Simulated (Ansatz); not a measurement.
Runs of Ansatz 0.2.0 on Yb. It takes space group Fm-3m (No. 225, cubic). Conventional cell: a = 5.486 Å, b = 5.486 Å, c = 5.486 Å, α = 90.00°, β = 90.00°, γ = 90.00°. Yb (site symmetry m-3m) has 12 Yb at 3.88 Å as nearest neighbours. 

```csv
task,spin,fixed moment (μB),k mesh,points for each segment of the path,gap on the mesh (eV),pressure (GPa),moment (μB)
single point,"collinear, ferromagnetic start",2.0,7 × 7 × 7,-,-,(a),2.00
single point,"collinear, ferromagnetic start",0.8,7 × 7 × 7,-,-,-3.1,0.80
single point,"collinear, ferromagnetic start",1.5,7 × 7 × 7,-,-,-3.5,1.50
single point,"collinear, program default start",0.0,7 × 7 × 7,-,-,-3.3,0.00
single point,"collinear, ferromagnetic start",0.5,7 × 7 × 7,-,-,-3.1,0.50
band structure,"non-collinear, ferromagnetic start, SOC",-,8 × 8 × 8,14,none,-3.8,0.00
band structure,"collinear, ferromagnetic start",-,8 × 8 × 8,14,none,-3.3,0.00
single point,"collinear, ferromagnetic start",1.0,7 × 7 × 7,-,-,-3.3,1.00
```

Alike in all rows: level PBEsol; potentials or basis Ansatz PAW; cell as given; cutoff (eV) 420; smearing fermi-dirac 0.05 eV.

Question: Fill in the values left out.

Answer: (a) -3.6.

Caveats: the PAW data sets come from PBE, with cores solved anew for the run's functional, which leaves a small shift of forces and pressure; spin-orbit coupling is left out, which moves the levels of the heavy elements (some runs); the thresholds are loose for stress (some runs); the total moment is fixed, so each spin has its own Fermi level (some runs); the starting moments weren't kept (some runs).

A k mesh can miss the band edges, and rows without SOC leave out spin-orbit coupling on Yb.

A gap of «none» marks a metal or a gap under the smearing width.
